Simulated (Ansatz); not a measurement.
**Li (hcp type): how the settings move a single-point run**

Aim: see which settings change the result for Li (hcp type), by how much, and at what cost.

Computed with Ansatz 0.2.0 (reference: DFT, PBE, all-electron LAPW, scalar-relativistic, unless a step's input says otherwise).

1 further run of the same task is left out (set aside as unsound or not needed).

## 1. The starting structure

Symmetry: P-1, No. 2, triclinic system. The conventional cell has a = 3.041 Å, b = 3.054 Å, c = 4.995 Å, α = 89.43°, β = 89.22°, γ = 60.43°. Li (site symmetry 1) is surrounded by 12 Li at 3.03 to 3.07 Å.

Cell or atoms stand a little off a more symmetric structure (P6_3/mmc at a tolerance of 0.3 Å), so results at this geometry aren't those of that ideal crystal.

Structure file:

```xyz
2
Lattice="3.0544 -0.0153 -0.0153 -1.5404 2.6528 -0.0056 -0.0250 -0.0250 4.9952" Properties=species:S:1:pos:R:3 pbc="T T T"
Li   -0.0151    1.7572    1.2400
Li    1.5041    0.8554    3.7344
```

## 2. The reference run

Input file input.yaml:

```yaml
crystal:
  lattice:
    - [3.0544211484, -0.0152721057, -0.0152721057]
    - [-1.5404366058, 2.6528423613, -0.0055899787]
    - [-0.024976007, -0.024976007, 4.9952014055]
  atoms:
    - { symbol: Li, position: [0.3333333333, 0.6666666667, 0.25] }
    - { symbol: Li, position: [0.6666666667, 0.3333333333, 0.75] }
kpoints:
  mp_grid: { grid: [16, 16, 9] }
scf:
  occupations: { method: fermi_dirac, width: 0.05 }
hamiltonian:
  xc: pbe
  pseudopotentials: { kind: all_electron, lapw: { basis_error: 0.00025 } }
output:
  forces: true
  stress: true
  eigenvalues: true
```

The run is started by

```
$ ansatz run input.yaml --threads 1 --pin off --max-ram 2048MiB --backend cpu --events-out ev --progress --plain --runs-dir out
```

## 3. Changing settings: spin_polarized true

input.yaml: that of step 2 with these lines changed.

```diff
@@ -19 +19,3 @@
   eigenvalues: true
+magnetization:
+  spin_polarized: true
```

**Question.** What will these runs give? Wanted: for each run, ending; energy change; pressure; gap; force.

As calculated:

| run | ending | energy change | pressure (GPa) | gap (eV) | force (eV/Å) | cycles | time |
| --- | --- | --- | --- | --- | --- | --- | --- |
| reference | converged | 0 | 0.0 | 0.00 | 0.00 | 4 | 27 s |
| 1: spin_polarized true | converged | 0.0 meV/atom | 0.0 | 0.00 | 0.00 | 8 | 74 s |

Residual by cycle in the longest SCF loop of each run; runs are numbered as in the table. The quantity is the density residual dr2, in eV.

| cycle | reference | run 1 |
| --- | --- | --- |
| 1 | 0.00146 | 7.3e-4 |
| 2 | 6.6e-4 | 0.00125 |
| 3 | 1.6e-5 | 8.9e-4 |
| 4 | 3.2e-8 | 1.4e-5 |
| 5 | - | 3.8e-6 |
| 6 | - | 2.5e-7 |
| 7 | - | 2.1e-7 |
| 8 | - | 1.3e-8 |

With the changed spin polarisation the energy stays within 0.5 meV/atom: no moment was seeded, so none could form, and both runs end non-magnetic.
